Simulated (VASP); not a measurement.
Here is a VASP 6.6.1 calculation.

POSCAR

```
GaN
1.0
    2.9672035366      0.0000000000      0.0000000000
   -1.4836017683      2.5696736409      0.0000000000
    0.0000000000      0.0000000000      5.0329255204
Ga N
2 2
Direct
    0.0000000000      0.0000000000      0.0000000000
    0.0000000000      0.0000000000      0.5000000000
    0.3333333333      0.6666666667      0.2500000000
    0.6666666667      0.3333333333      0.7500000000
```

File INCAR.step1:

```
ALGO     = Normal         # electronic algorithm
EDIFF    = 1E-5           # SCF threshold, eV
ENCUT    = 520            # plane-wave cutoff, eV
GGA      = PE             # functional
ISIF     = 2              # what is computed and relaxed
ISMEAR   = 0              # smearing method
LASPH    = True           # aspherical terms in the spheres
LCHARG   = False          # write CHGCAR
LREAL    = False          # projectors in reciprocal space
LWAVE    = True           # write WAVECAR
NBANDS   = 26             # bands
NELM     = 100            # most SCF steps
PREC     = Accurate       # precision mode
SIGMA    = 0.01           # smearing width, eV
```

Contents of INCAR.step2:

```
AEXX     = 1.0            # exact-exchange fraction
AGGAC    = 0.0          
ALDAC    = 0.0          
ALGO     = Normal         # electronic algorithm
EDIFF    = 1E-6           # SCF threshold, eV
ENCUT    = 520            # plane-wave cutoff, eV
GGA      = PE             # functional
HFRCUT   = -1           
ISIF     = 2              # what is computed and relaxed
ISMEAR   = 0              # smearing method
ISTART   = 1            
LASPH    = True           # aspherical terms in the spheres
LCHARG   = False          # write CHGCAR
LHFCALC  = True           # exact exchange
LREAL    = False          # projectors in reciprocal space
LWAVE    = False          # write WAVECAR
NBANDS   = 26             # bands
NELM     = 100            # most SCF steps
PREC     = Accurate       # precision mode
PRECFOCK = Normal       
SIGMA    = 0.01           # smearing width, eV
```

File KPOINTS:

```
k-points
0
Gamma
  6 6 4
```

Potentials or basis: VASP PAW PBE potentials, release 64 (Ga_d, N).

The run is started by

```console
$ cat potpaw_PBE.64/Ga_d/POTCAR potpaw_PBE.64/N/POTCAR > POTCAR
$ cp INCAR.step1 INCAR
$ mpirun -np 1 vasp_std > vasp.out
$ cp INCAR.step2 INCAR
$ mpirun -np 1 vasp_std > vasp.out
```

Estimate the band gap on the k mesh.

10.52 eV, indirect (least direct gap 11.01 eV).

What does it give for the pressure?

-2.1 GPa.

Stress tensor (GPa, compression positive):
```
-3.23  0.00  0.00
 0.00 -3.23  0.00
 0.00  0.00  0.12
```

Caveat: the PAW data sets were made with another functional, which shifts forces and pressure a little. A k mesh can miss the band edges.
